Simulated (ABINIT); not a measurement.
SiO2 (Cristobalite):

```xyz
12
Lattice="4.9820 0.0000 0.0000 0.0000 4.9820 0.0000 0.0000 0.0000 6.9630" Properties=species:S:1:pos:R:3 pbc="T T T"
Si    3.9805    1.0015    5.2222
Si    3.4925    3.4925    3.4815
Si    1.0015    3.9805    1.7408
Si    1.4895    1.4895    0.0000
O     0.5155    1.1951    5.7227
O     1.2959    3.0065    0.5004
O     4.4665    3.7869    2.2412
O     3.6861    1.9755    3.9819
O     3.0065    1.2959    6.4626
O     3.7869    4.4665    4.7218
O     1.9755    3.6861    2.9811
O     1.1951    0.5155    1.2403
```

* Program: ABINIT 10.8.3 (patched build)
* Task: relaxation of cell and atoms
* Functional: PBEsol
* Potentials or basis: JTH PAW PBE v2.0
* Cutoff: 626 eV
* k mesh: 3 × 3 × 2
* Occupations: fermi-dirac, width 0.05 eV
* Spin: no spin polarisation

At the start: pressure 2.5 GPa; volume 14.40 Å³/atom.

Task: How do energy, volume and symmetry change on relaxing?

Result: Over 23 steps the energy falls by 2.5 meV/atom and the volume is 14.99 Å³/atom (+4.1 %); space group P4_12_12 (No. 92, to 0.05 Å).

The path:
| step | energy change (eV) | largest force (eV/Å) | pressure (GPa) | volume (Å³) |
| --- | --- | --- | --- | --- |
| 1 | 0.0000 | 0.2082 | 2.52 | 172.82 |
| 2 | -0.0177 | 0.0502 | 1.07 | 174.16 |
| 3 | -0.0213 | 0.0238 | 0.06 | 175.14 |
| 4 | -0.0214 | 0.0258 | 0.01 | 175.21 |
| 5 | -0.0218 | 0.0349 | -0.10 | 175.39 |
| 6 | -0.0220 | 0.0367 | -0.12 | 175.53 |
| 7 | -0.0223 | 0.0270 | -0.06 | 175.59 |
| 8 | -0.0224 | 0.0215 | 0.01 | 175.58 |
| 9 | -0.0225 | 0.0318 | 0.07 | 175.58 |
| 10 | -0.0227 | 0.0414 | 0.16 | 175.64 |
| 11 | -0.0232 | 0.0480 | 0.27 | 175.88 |
| 12 | -0.0240 | 0.0881 | 0.38 | 176.66 |
| 13 | -0.0247 | 0.0747 | 0.30 | 176.95 |
| 14 | -0.0261 | 0.0746 | -0.06 | 178.02 |
| 15 | -0.0266 | 0.0823 | -0.12 | 178.26 |
| 16 | -0.0284 | 0.0706 | -0.25 | 179.37 |
| 17 | -0.0289 | 0.0349 | -0.15 | 179.36 |
| 18 | -0.0292 | 0.0178 | -0.01 | 179.67 |
| 19 | -0.0293 | 0.0168 | 0.03 | 179.49 |
| 20 | -0.0294 | 0.0157 | 0.06 | 179.39 |
| 21 | -0.0295 | 0.0113 | 0.07 | 179.40 |
| 22 | -0.0296 | 0.0057 | 0.05 | 179.61 |
| 23 | -0.0297 | 0.0014 | 0.01 | 179.87 |

Final structure:
```yaml
crystal:
  lattice:
    - [5.04863, 0.00000, 0.00000]
    - [0.00000, 5.04863, 0.00000]
    - [0.00000, 0.00000, 7.05671]
  atoms:
    - { symbol: Si, position: [0.79406, 0.20594, 0.75000] }
    - { symbol: Si, position: [0.70594, 0.70594, 0.50000] }
    - { symbol: Si, position: [0.20594, 0.79406, 0.25000] }
    - { symbol: Si, position: [0.29406, 0.29406, 0.00000] }
    - { symbol: O, position: [0.09307, 0.24124, 0.82638] }
    - { symbol: O, position: [0.25876, 0.59307, 0.07638] }
    - { symbol: O, position: [0.90693, 0.75876, 0.32638] }
    - { symbol: O, position: [0.74124, 0.40693, 0.57638] }
    - { symbol: O, position: [0.59307, 0.25876, 0.92362] }
    - { symbol: O, position: [0.75876, 0.90693, 0.67362] }
    - { symbol: O, position: [0.40693, 0.74124, 0.42362] }
    - { symbol: O, position: [0.24124, 0.09307, 0.17362] }
```

Caveat: the k mesh is coarse (spacing up to 0.45 Å⁻¹), so the values aren't converged; the PAW data sets were made with another functional, which shifts forces and pressure a little; the atomic spheres overlap.
